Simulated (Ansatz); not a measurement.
MoS2:

```
CELL_PARAMETERS angstrom
1.58000 0.91221 6.15000
-1.58000 0.91221 6.15000
0.00000 -1.82443 6.15000
ATOMIC_POSITIONS crystal
Mo 0.00000 0.00000 0.00000
S 0.41700 0.41700 0.41700
S 0.25000 0.25000 0.25000
```

Measurements of this composition are mostly on another form, of space group No. 194.

Base run:

```yaml
Program: Ansatz 0.2.0
Functional: PBE0
Potentials_or_basis: Ansatz PAW
Cutoff: 420 eV
Density_cutoff: 1680 eV
k_mesh: 6 × 6 × 6
Occupations: fixed
Spin: no spin polarisation
```

Its results: band gap on the k mesh 2.03 eV, indirect (least direct gap 2.84 eV); largest force 0.095 eV/Å.

Problem. The run is repeated on the same cell with these changes: functional from PBE0 to HSE06; level from pbe0 to hse06. What comes out?

Solution. Band gap on the k mesh 1.38 eV, indirect (least direct gap 2.17 eV); largest force 0.094 eV/Å.

Caveats: the PAW data sets come from PBE, with cores solved anew for the run's functional, which leaves a small shift of forces and pressure.

Not every run made on this cell is shown here.
